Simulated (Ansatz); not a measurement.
Crystal: CdSe.

```xyz
2
Lattice="0.0000 2.8740 2.8740 2.8740 0.0000 2.8740 2.8740 2.8740 0.0000" Properties=species:S:1:pos:R:3 pbc="T T T"
Cd    0.0000    0.0000    0.0000
Se    2.8740    2.8740    2.8740
```

Measurements of this composition are mostly on another form, of space group No. 186.

| Quantity | Value |
| --- | --- |
| Program | Ansatz 0.2.0 |
| Task | relaxation of cell and atoms |
| Functional | HSE03 |
| Dispersion | D4 |
| Potentials or basis | Ansatz PAW |
| Cutoff | 420 eV (not typed: the program's choice for these potentials) |
| k mesh | 4 × 4 × 4 |
| Occupations | gaussian, width 0.01 eV |
| Spin | collinear spin, ferromagnetic start |
| Starting moments | [0.5, 0.0] μB |

At the start: volume 23.74 Å³/atom.

Task: How do energy, volume and symmetry change on relaxing?

Result: It ends after 5 steps and the volume is 22.41 Å³/atom (-5.6 %); space group Fm-3m (No. 225, to 0.05 Å); moment 0.00 μB per cell.

The path:
```tsv
step	energy change (eV)	largest force (eV/Å)	volume (Å³)
1	0.0000	0.0000	47.48
2	-0.0162	0.0000	42.90
3	-0.0346	0.0000	45.02
4	-0.0350	0.0000	44.82
5	-0.0329	0.0000	44.82
```

Final structure:
```
Cd Se
1.0
     0.00000    2.81924    2.81924
     2.81924    0.00000    2.81924
     2.81924    2.81924    0.00000
Cd Se
1 1
Cartesian
  0.0000 0.0000 0.0000
  2.8192 2.8192 2.8192
```

Caveat: the k mesh is coarse (spacing up to 0.47 Å⁻¹), so the values aren't converged, least of all with exact exchange; the plane-wave basis is chosen anew once the cell has moved, so the energies of steps on either side of that aren't comparable; the PAW data sets come from PBE, with cores solved anew for the run's functional, which leaves a small shift of forces and pressure; the dispersion damping was fitted for another functional or another form of the correction; the starting moments weren't kept.
